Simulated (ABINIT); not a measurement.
CdF2:

```xyz
3
Lattice="0.0000 2.6940 2.6940 2.6940 0.0000 2.6940 2.6940 2.6940 0.0000" Properties=species:S:1:pos:R:3 pbc="T T T"
Cd    0.0000    0.0000    0.0000
F     4.0410    4.0410    4.0410
F     1.3470    1.3470    1.3470
```

* Program: ABINIT 10.8.3 (patched build)
* Task: relaxation of cell and atoms
* Functional: LDA
* Potentials or basis: PseudoDojo NC SR LDA v0.4.1 standard
* Cutoff: 1442 eV
* k mesh: 7 × 7 × 7
* Occupations: fermi-dirac, width 0.05 eV
* Spin: no spin polarisation

At the start: pressure -5.7 GPa; volume 13.03 Å³/atom.

Q: How do energy, volume and symmetry change on relaxing?

A: Over 5 steps the energy falls by 12.2 meV/atom and the volume is 12.39 Å³/atom (-5.0 %); space group Fm-3m (No. 225, to 0.05 Å).

Step by step:
| step | energy change (eV) | largest force (eV/Å) | pressure (GPa) | volume (Å³) |
| --- | --- | --- | --- | --- |
| 1 | 0.0000 | 0.0000 | -5.74 | 39.10 |
| 2 | -0.0207 | 0.0000 | -3.93 | 38.42 |
| 3 | -0.0365 | 0.0000 | 0.38 | 37.05 |
| 4 | -0.0367 | 0.0000 | -0.02 | 37.16 |
| 5 | -0.0367 | 0.0000 | 0.00 | 37.16 |

Final structure:
```
CELL_PARAMETERS angstrom
0.00000 2.64852 2.64852
2.64852 0.00000 2.64852
2.64852 2.64852 0.00000
ATOMIC_POSITIONS crystal
Cd 0.00000 0.00000 0.00000
F 0.75000 0.75000 0.75000
F 0.25000 0.25000 0.25000
```
